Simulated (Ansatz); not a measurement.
# CdSe (F-43m) in Ansatz: notebook

One crystal, CdSe, is run at these levels: PBEsol, PBE; tasks: relaxation of cell and atoms, single point.

All numbers are computed with Ansatz 0.2.0; they aren't measurements. Logs are shortened: lines on timing, memory, paths and dates and some standing lists are left out, and cuts for length are marked.

### 1 The structure

It takes space group F-43m (No. 216, cubic). The conventional cell has a = 6.141 Å, b = 6.141 Å, c = 6.141 Å, α = 90.00°, β = 90.00°, γ = 90.00°. Cd (site symmetry -43m) has 4 Se at 2.66 Å as nearest neighbours. Se (site symmetry -43m) has 4 Cd at 2.66 Å as nearest neighbours.

Measurements of this composition are mostly on another form, of space group No. 186.

### 2 Relaxation of cell and atoms, PBEsol

input.yaml

```yaml
crystal:
  lattice:
    - [0.0, 3.0702711986, 3.0702711986]
    - [3.0702711986, 0.0, 3.0702711986]
    - [3.0702711986, 3.0702711986, 0.0]
  atoms:
    - { symbol: Cd, position: [0.0, 0.0, 0.0] }
    - { symbol: Se, position: [0.25, 0.25, 0.25] }
hamiltonian:
  xc: pbesol
  pseudopotentials: { kind: paw }
kpoints:
  mp_grid: { grid: [8, 8, 8] }
scf:
  occupations: { method: fermi_dirac, width: 0.05 }
output:
  forces: true
  stress: true
relax:
  f_tol: 0.01
  max_steps: 40
  cell: { stress_tol: 0.05 }
```

Potentials or basis: Ansatz PAW.

Command:

```console
ansatz run input.yaml --threads 2 --pin off --max-ram 5120MiB --backend cpu --events-out ev --progress --plain --runs-dir out
```

The log of the run:

```text
Warning: RAYON_NUM_THREADS=2 ignored (pool sized by the plan → 2); use --threads N
Engine: ansatz 0.2.0, aarch64-unknown-linux-gnu
Pseudopotentials: kind: paw
Pseudopotential: Cd, paw, valence charge 20, recommended cutoff 420 eV (normal), Cd.paw.azcp
Pseudopotential: Se, paw, valence charge 16, recommended cutoff 420 eV (normal), Se.paw.azcp
Functional definition: PBEsol
  exchange = pbesol_x
  correlation = pbesol_c
Crystal: 2 atoms, lattice volume = 57.884 Å³
Basis set: ecut = 420 eV, 1139 PW (Γ), exchange–correlation on 60×60×60 points (8 copies of the dense FFT grid, shifted against one another)
Bands: 22, of which v1, the nominal top of the filled ones, is band 18 counted from 1 (17 counted from 0)
Symmetry: 24 space group operations
Space group: F-43m (ITA 216), of the structure as read, at distance tolerance 3.9e-5 Å
k-points: 29 of 512 (time reversal used)
Non-local potential: Cd, projectors of the file, l = 0: 3, l = 1: 2, l = 2: 2, l = 3: 1
Non-local potential: Se, projectors of the file, l = 0: 2, l = 1: 2, l = 2: 3, l = 3: 1
PAW form: soft (Blöchl's): semilocal exchange-correlation on the pseudo side does not see the compensation charge
PAW frozen core: Cd, regenerated for the run's functional, and the local potential with it (the file was generated under x = pbe(κ = 0.804, μ = 0.2195149727645171), c = pbe(β = 0.06672455060314922))
PAW frozen core: Se, regenerated for the run's functional, and the local potential with it (the file was generated under x = pbe(κ = 0.804, μ = 0.2195149727645171), c = pbe(β = 0.06672455060314922))
PAW one-centre angular grid: Cd, 590 points (default); XC on 64 Gauss nodes
PAW one-centre angular grid: Se, 590 points (default); XC on 64 Gauss nodes
Initial density: superposition of atomic densities (neutral atoms: chi_scale 0, normalization atom), corrected by the library's trained network
Initial wavefunctions: pseudopotential atomic-orbital guess
Functional: x = pbesol(κ = 0.804, μ = 0.12345679012345678), c = pbesol(β = 0.046)
SCF iter   1: F=—  HF=-13609.405408 eV  |F-HF|=—  |Δ(HF+E_count)|=         —  Δρ=4.35e-3  dr2=1.37e-2  ethr=1.77e-3  ⟨swp⟩=6.0  Hψ=2747  notcnv=0
preconditioner: auto → none  [insulator: Δε(μ)=0.380 eV  Ē_g=11.890 eV  σ=0.050 eV  W_gap=0.94  n_scr=14 (ndim 8)  ℏωp=20.7 eV  f_vac=0.215  D(μ)=0.01/eV (n_scr^D=0)  ε∞_Penn≈4.0]
SCF iter   2: F=—  HF=-13609.401646 eV  |F-HF|=—  |Δ(HF+E_count)|=   3.76e-3  Δρ=1.06e-3  dr2=2.86e-4  ethr=3.81e-5  ⟨swp⟩=2.0  Hψ=1247  notcnv=0
SCF iter   3: F=—  HF=-13609.401677 eV  |F-HF|=—  |Δ(HF+E_count)|=   3.10e-5  Δρ=4.82e-4  dr2=7.87e-5  ethr=7.94e-7  ⟨swp⟩=2.0  Hψ=1043  notcnv=0
SCF iter   4: F=—  HF=-13609.401720 eV  |F-HF|=—  |Δ(HF+E_count)|=   4.25e-5  Δρ=2.00e-4  dr2=1.67e-5  ethr=2.19e-7  ⟨swp⟩=2.0  Hψ=728  notcnv=0
SCF iter   5: F=—  HF=-13609.401725 eV  |F-HF|=—  |Δ(HF+E_count)|=   5.56e-6  Δρ=4.46e-5  dr2=9.32e-7  ethr=4.64e-8  ⟨swp⟩=2.1  Hψ=1000  notcnv=0
SCF iter   6: F=-13609.401725 eV  HF=-13609.401725 eV  |F-HF|=2.20e-8  |Δ(HF+E_count)|=   3.05e-7  Δρ=6.62e-6  dr2=2.51e-8  ethr=2.78e-10  ⟨swp⟩=4.0  Hψ=2226  notcnv=0
SCF 1 converged in 6 iterations: F = -13609.401725 eV  dr2 = 2.51e-8
relax step   1: F+E_penalty+E_count = -13609.40172545 eV  Δ(F+E_penalty+E_count) = +0.000e0 eV  max|allowed force component| = 8.789e-17 eV/Å  Δτ_max = 0.0000 Å  P = -1.405 GPa  Ω = 57.884 Å³  (6 SCF iters, dr2 threshold 1.00e-7 eV, accepted)
Crystal: 2 atoms, lattice volume = 55.737 Å³
Basis set: ecut = 420 eV, 1067 PW (Γ), exchange–correlation on 60×60×60 points (8 copies of the dense FFT grid, shifted against one another)
Initial density: handed on by an earlier stage of this run
Initial wavefunctions: those handed on with the density
iter 1 solved again at ethr=2.27e-6 eV; its pass at ethr=3.10e-3 eV (dr2=8.17e-4 eV) is discarded
SCF iter   1: F=—  HF=-13609.409016 eV  |F-HF|=—  |Δ(HF+E_count)|=         —  Δρ=9.98e-4  dr2=7.71e-4  ethr=2.27e-6  ⟨swp⟩=1.7  Hψ=3598  notcnv=0
preconditioner: auto → none  [insulator: Δε(μ)=0.487 eV  Ē_g=12.105 eV  σ=0.050 eV  W_gap=0.98  n_scr=14 (ndim 8)  ℏωp=21.1 eV  f_vac=0.190  D(μ)=0.00/eV (n_scr^D=0)  ε∞_Penn≈4.0]
SCF iter   2: F=—  HF=-13609.408803 eV  |F-HF|=—  |Δ(HF+E_count)|=   2.13e-4  Δρ=5.97e-4  dr2=1.39e-4  ethr=2.14e-6  ⟨swp⟩=2.0  Hψ=870  notcnv=0
SCF iter   3: F=—  HF=-13609.408772 eV  |F-HF|=—  |Δ(HF+E_count)|=   3.12e-5  Δρ=1.91e-4  dr2=2.19e-5  ethr=3.86e-7  ⟨swp⟩=2.4  Hψ=1007  notcnv=0
SCF iter   4: F=—  HF=-13609.408769 eV  |F-HF|=—  |Δ(HF+E_count)|=   2.58e-6  Δρ=3.19e-5  dr2=3.97e-7  ethr=6.09e-8  ⟨swp⟩=2.0  Hψ=899  notcnv=0
SCF iter   5: F=-13609.408769 eV  HF=-13609.408769 eV  |F-HF|=3.25e-9  |Δ(HF+E_count)|=   1.72e-7  Δρ=8.38e-6  dr2=3.15e-8  ethr=5.56e-10  ⟨swp⟩=4.0  Hψ=2211  notcnv=0
SCF 2 converged in 5 iterations: F = -13609.408769 eV  dr2 = 3.15e-8
relax step   2: F+E_penalty+E_count = -13609.40876946 eV  Δ(F+E_penalty+E_count) = -7.044e-3 eV  max|allowed force component| = 3.123e-17 eV/Å  Δτ_max = 0.0000 Å  P = +0.473 GPa  Ω = 55.737 Å³  energy of the carried Pulay correction = +3.351e-4 eV  (5 SCF iters, dr2 threshold 2.00e-7 eV, accepted)
Crystal: 2 atoms, lattice volume = 56.262 Å³
iter 1 solved again at ethr=4.04e-7 eV; its pass at ethr=3.10e-3 eV (dr2=1.45e-4 eV) is discarded
SCF iter   1: F=—  HF=-13609.409427 eV  |F-HF|=—  |Δ(HF+E_count)|=         —  Δρ=2.50e-4  dr2=4.75e-5  ethr=4.04e-7  ⟨swp⟩=2.0  Hψ=3286  notcnv=0
preconditioner: auto → none  [insulator: Δε(μ)=0.483 eV  Ē_g=12.049 eV  σ=0.050 eV  W_gap=0.98  n_scr=14 (ndim 8)  ℏωp=21.0 eV  f_vac=0.196  D(μ)=0.00/eV (n_scr^D=0)  ε∞_Penn≈4.0]
SCF iter   2: F=—  HF=-13609.409414 eV  |F-HF|=—  |Δ(HF+E_count)|=   1.24e-5  Δρ=1.43e-4  dr2=8.37e-6  ethr=1.32e-7  ⟨swp⟩=2.0  Hψ=841  notcnv=0
SCF iter   3: F=—  HF=-13609.409413 eV  |F-HF|=—  |Δ(HF+E_count)|=   1.48e-6  Δρ=4.67e-5  dr2=1.37e-6  ethr=2.32e-8  ⟨swp⟩=3.0  Hψ=1158  notcnv=0
SCF iter   4: F=-13609.409413 eV  HF=-13609.409413 eV  |F-HF|=2.97e-9  |Δ(HF+E_count)|=   1.98e-7  Δρ=8.35e-6  dr2=2.88e-8  ethr=5.56e-10  ⟨swp⟩=2.4  Hψ=2193  notcnv=0
SCF 3 converged in 4 iterations: F = -13609.409413 eV  dr2 = 2.88e-8
relax step   3: F+E_penalty+E_count = -13609.40941252 eV  Δ(F+E_penalty+E_count) = -6.431e-4 eV  max|allowed force component| = 2.486e-17 eV/Å  Δτ_max = 0.0000 Å  P = -0.026 GPa  Ω = 56.262 Å³  energy of the carried Pulay correction = +2.519e-4 eV  (4 SCF iters, dr2 threshold 2.00e-7 eV, accepted)
Initial wavefunctions: pseudopotential atomic-orbital guess (no wavefunctions were taken with the density)
iter 1 solved again at ethr=8.23e-8 eV; its pass at ethr=3.10e-3 eV (dr2=2.96e-5 eV) is discarded
SCF iter   1: F=—  HF=-13609.409164 eV  |F-HF|=—  |Δ(HF+E_count)|=         —  Δρ=4.70e-5  dr2=2.46e-7  ethr=8.23e-8  ⟨swp⟩=3.0  Hψ=4350  notcnv=0
preconditioner: auto → none  [insulator: Δε(μ)=0.480 eV  Ē_g=12.052 eV  σ=0.050 eV  W_gap=0.98  n_scr=14 (ndim 8)  ℏωp=21.0 eV  f_vac=0.196  D(μ)=0.00/eV (n_scr^D=0)  ε∞_Penn≈4.0]
SCF iter   2: F=—  HF=-13609.409166 eV  |F-HF|=—  |Δ(HF+E_count)|=   1.55e-6  Δρ=1.98e-5  dr2=5.88e-8  ethr=6.84e-10  ⟨swp⟩=2.0  Hψ=1158  notcnv=0
SCF iter   3: F=—  HF=-13609.409166 eV  |F-HF|=—  |Δ(HF+E_count)|=   3.39e-8  Δρ=8.41e-6  dr2=9.48e-9  ethr=1.63e-10  ⟨swp⟩=2.0  Hψ=858  notcnv=0
SCF iter   4: F=—  HF=-13609.409166 eV  |F-HF|=—  |Δ(HF+E_count)|=   6.00e-9  Δρ=1.52e-6  dr2=6.66e-10  ethr=2.63e-11  ⟨swp⟩=2.0  Hψ=1160  notcnv=0
SCF iter   5: F=—  HF=-13609.409166 eV  |F-HF|=—  |Δ(HF+E_count)|=  1.96e-10  Δρ=5.02e-7  dr2=4.06e-11  ethr=1.85e-12  ⟨swp⟩=2.7  Hψ=1002  notcnv=0
SCF iter   6: F=-13609.409166 eV  HF=-13609.409166 eV  |F-HF|=0.00e0  |Δ(HF+E_count)|=  8.73e-11  Δρ=5.71e-8  dr2=1.24e-12  ethr=1.00e-12  ⟨swp⟩=5.0  Hψ=2491  notcnv=0
SCF 4 converged in 6 iterations: F = -13609.409166 eV  dr2 = 1.24e-12
relax step   4: F+E_penalty+E_count = -13609.40916555 eV  Δ(F+E_penalty+E_count) = +2.470e-4 eV  max|allowed force component| = 2.776e-17 eV/Å  Δτ_max = 0.0000 Å  P = -0.024 GPa  Ω = 56.262 Å³  stress off target by 2.40e-2 GPa  SCF on the basis re-selected at this cell (its energy is not comparable with the rows above)  (6 SCF iters)
basis re-selected at this cell: Δ(F+E_penalty+E_count) = +2.470e-4 eV, ΔP = +0.002 GPa vs the last step (what re-selecting the basis moved, of the pressure what is left beyond the Pulay correction that the steps carried, after the strain that the cell walked since its last selection, with what the two solves' SCF thresholds leave and, on support functions, any second-order correction that the steps lacked; it is no measure of the basis error at this ecutwfc). This SCF's stress stands 2.40e-2 GPa from its target on what of the cell is left free (relax.cell.stress_tol is 5.00e-2 GPa) and its largest allowed force component is 2.78e-17 eV/Å (relax.f_tol is 1.00e-2 eV/Å): within both
SCF converged after 6 iterations
Free energy (F): -13609.409166 eV
Harris-Foulkes:  -13609.409166 eV  (|F-HF|=0.00e0)
Internal energy: -13609.409123 eV  (E = F + TS)
E sigma→0 (E₀):  -13609.409144 eV
Entropy (-TS):   -0.000043 eV (-0.021 meV/atom)
Fermi energy:    7.620176 eV
--- Per-component energies (eV) ---
  E_band       = -894.829125
  E_kinetic    = 623.522144
  E_local      = -6379.008056  (includes V_loc(G=0)·N_el)
  E_nonlocal   = -556.062920
  E_hartree    = 3028.729599
  E_xc         = -278.533482
  E_vxc        = -318.802349  (∫ρ·V_xc dr)
  E_paw        = -5881.827039  (= ΣΔE_a)
  E_vpaw       = -321.936521  (= ΣTr[D̂ρ^β])
  E_aug_tail   = -0.000594  (compensation charges beyond the density's cutoff)
  E_ewald      = -4167.579184
  E_core_change = 1.350410  (= ΣΔE_core)
  E_smearing   = -0.000043  (= −TS)
  E_closure    = -0.000000  (closes the sum)
  Σ components = -13609.409166   (vs F -13609.409166, Δ=0.00e0)
--- Forces (eV/Å), atoms counted from 1 ---
  atom   1  Cd     0.00000000     0.00000000    -0.00000000
  atom   2  Se    -0.00000000    -0.00000000     0.00000000
  max |Σ_I F_I| component: 2.78e-17 eV/Å
--- Stress (GPa, compression-positive) ---
       -0.024010      -0.000000      -0.000000
        0.000000      -0.024010       0.000000
       -0.000000       0.000000      -0.024010
  P = ⅓ Tr σ = -0.0240 GPa (-0.240 kbar)
--- Relaxed structure (3 steps of the walk, 3 accepted, 1 SCFs on fresh bases) ---
  F+E_penalty+E_count = -13609.40916555 eV   max|allowed force component| = 2.776e-17 eV/Å   (the final SCF, on the basis selected at the relaxed cell)
  cell:  # Å, volume = 56.2624 Å³
    - [-1.8852876521713683e-33, 3.0413240227344382, 3.0413240227344382]
    - [3.0413240227344382, 4.305589367796774e-33, 3.0413240227344382]
    - [3.0413240227344382, 3.0413240227344382, 5.222756333717979e-33]
  atoms:
    - { symbol: Cd, position: [-8.886513855169198e-34, 7.318305527786398e-34, 1.1500194400807198e-33] }
    - { symbol: Se, position: [0.25, 0.25, 0.25] }
```

Run time: 5.6 s. Hardware: 2 threads of Arm Neoverse V1, shared host; peak memory 0.35 GiB.

Results:

```yaml
Free_energy: -13609.4092 eV
Relaxed_volume: 28.13 Å³/atom
Relaxed_cell: a = 4.301 Å, b = 4.301 Å, c = 4.301 Å, α = 60.00°, β = 60.00°, γ = 60.00°
Space_group_after_relaxing_to_0.05_Å: F-43m (No. 216)
Energy_gained_by_relaxing: 3.7 meV/atom
Ionic_steps: 4
Pressure_after_relaxing: 0.0 GPa
Band_gap_on_the_k_mesh: 0.48 eV
```

The path:
```tsv
step	energy change (eV)	largest force (eV/Å)	volume (Å³)
1	0.0000	0.0000	57.88
2	-0.0070	0.0000	55.74
3	-0.0077	0.0000	56.26
4	-0.0074	0.0000	56.26
```

Final structure:
```yaml
crystal:
  lattice:
    - [0.00000, 3.04132, 3.04132]
    - [3.04132, 0.00000, 3.04132]
    - [3.04132, 3.04132, 0.00000]
  atoms:
    - { symbol: Cd, position: [0.00000, 0.00000, 0.00000] }
    - { symbol: Se, position: [0.25000, 0.25000, 0.25000] }
```

Caveat: the plane-wave basis is chosen anew once the cell has moved, so the energies of steps on either side of that aren't comparable; the PAW data sets come from PBE, with cores solved anew for the run's functional, which leaves a small shift of forces and pressure.

### 3 Single point, PBE

Changes to input.yaml since step 2:

```diff
@@ -9,3 +9,3 @@
 hamiltonian:
-  xc: pbesol
+  xc: pbe
   pseudopotentials: { kind: paw }
@@ -15,2 +15,4 @@
   occupations: { method: fermi_dirac, width: 0.05 }
+basis:
+  ecutwfc: "500 eV"
 output:
@@ -18,5 +20,2 @@
   stress: true
-relax:
-  f_tol: 0.01
-  max_steps: 40
-  cell: { stress_tol: 0.05 }
+  eigenvalues: true
```

Potentials or basis: Ansatz PAW.

Command:

```console
ansatz run input.yaml --threads 2 --pin off --max-ram 5120MiB --backend cpu --events-out ev --progress --plain --runs-dir out
```

The log of the run:

```text
Warning: RAYON_NUM_THREADS=2 ignored (pool sized by the plan → 2); use --threads N
Engine: ansatz 0.2.0, aarch64-unknown-linux-gnu
Pseudopotentials: kind: paw
Pseudopotential: Cd, paw, valence charge 20, recommended cutoff 420 eV (normal), Cd.paw.azcp
Pseudopotential: Se, paw, valence charge 16, recommended cutoff 420 eV (normal), Se.paw.azcp
Functional definition: PBE
  parameter kappa = 0.804
  parameter beta = 0.06672455060314922
  exchange = pbe_x(kappa = kappa, mu = beta*pi^2/3)
  correlation = pbe_c(beta = beta)
Crystal: 2 atoms, lattice volume = 57.884 Å³
Basis set: ecut = 500 eV, 1459 PW (Γ), exchange–correlation on 64×64×64 points (8 copies of the dense FFT grid, shifted against one another)
Bands: 22, of which v1, the nominal top of the filled ones, is band 18 counted from 1 (17 counted from 0)
Symmetry: 24 space group operations
Space group: F-43m (ITA 216), of the structure as read, at distance tolerance 3.9e-5 Å
k-points: 29 of 512 (time reversal used)
Non-local potential: Cd, projectors of the file, l = 0: 3, l = 1: 2, l = 2: 2, l = 3: 1
Non-local potential: Se, projectors of the file, l = 0: 2, l = 1: 2, l = 2: 3, l = 3: 1
PAW form: soft (Blöchl's): semilocal exchange-correlation on the pseudo side does not see the compensation charge
PAW one-centre angular grid: Cd, 590 points (default); XC on 64 Gauss nodes
PAW one-centre angular grid: Se, 590 points (default); XC on 64 Gauss nodes
Initial density: superposition of atomic densities (neutral atoms: chi_scale 0, normalization atom), corrected by the library's trained network
Initial wavefunctions: pseudopotential atomic-orbital guess
Functional: x = pbe(κ = 0.804, μ = 0.2195149727645171), c = pbe(β = 0.06672455060314922)
[... 14 lines left out ...]
Entropy (-TS):   -0.000025 eV (-0.012 meV/atom)
Fermi energy:    7.386088 eV
--- Per-component energies (eV) ---
  E_band       = -902.265844
  E_kinetic    = 623.533168
  E_local      = -6441.834086  (includes V_loc(G=0)·N_el)
  E_nonlocal   = -562.325459
  E_hartree    = 3059.798412
  E_xc         = -280.874874
  E_vxc        = -319.693672  (∫ρ·V_xc dr)
  E_paw        = -5994.803141  (= ΣΔE_a)
  E_vpaw       = -321.541667  (= ΣTr[D̂ρ^β])
  E_aug_tail   = -0.000202  (compensation charges beyond the density's cutoff)
  E_ewald      = -4128.286353
  E_smearing   = -0.000025  (= −TS)
  E_closure    = -0.000000  (closes the sum)
  Σ components = -13724.792560   (vs F -13724.792560, Δ=0.00e0)
--- Forces (eV/Å), atoms counted from 1 ---
  atom   1  Cd     0.00000000    -0.00000000     0.00000000
  atom   2  Se    -0.00000000     0.00000000     0.00000000
  max |Σ_I F_I| component: 8.79e-17 eV/Å
--- Stress (GPa, compression-positive) ---
        1.283719      -0.000000      -0.000000
        0.000000       1.283719       0.000000
        0.000000       0.000000       1.283719
  P = ⅓ Tr σ = 1.2837 GPa (12.837 kbar)
--- Band table (eV; the first three rows and the last of 29) ---
  k-point 0: bands = ["-94.5071", "-55.5738", "-55.5738", "-55.5738", "-39.5283", "-39.5283", "-39.5283", "-39.5252", "-39.5252", "-5.3646", "-0.7651", "-0.7651", "-0.7651", "-0.4203", "-0.4203", "7.0706", "7.0706", "7.0706", "7.6213", "13.0123", "13.0123", "13.0123"]
  k-point 1: bands = ["-94.5071", "-55.5739", "-55.5738", "-55.5738", "-39.5283", "-39.5283", "-39.5283", "-39.5252", "-39.5252", "-5.3142", "-0.7492", "-0.7492", "-0.7186", "-0.4210", "-0.4210", "5.8845", "6.9525", "6.9525", "8.6158", "12.7897", "13.2070", "13.2070"]
  k-point 2: bands = ["-94.5071", "-55.5739", "-55.5738", "-55.5738", "-39.5283", "-39.5283", "-39.5283", "-39.5252", "-39.5252", "-5.1914", "-0.7145", "-0.7145", "-0.5635", "-0.4182", "-0.4182", "4.4826", "6.6911", "6.6911", "9.3170", "12.9834", "13.5148", "13.5148"]
  k-point 28: bands = ["-94.5071", "-55.5740", "-55.5740", "-55.5739", "-39.5284", "-39.5283", "-39.5282", "-39.5252", "-39.5252", "-4.9064", "-0.5913", "-0.5883", "-0.4515", "-0.4153", "0.0270", "3.2244", "4.9475", "4.9848", "11.9832", "12.2901", "13.4904", "14.6739"]
```

Wall time 2.2 s (2 threads of Arm Neoverse V1, shared host); peak memory 0.36 GiB.

Results:

```
Free energy            : -13724.7926 eV
Pressure               : 1.3 GPa
Band gap on the k mesh : 0.55 eV, direct
```
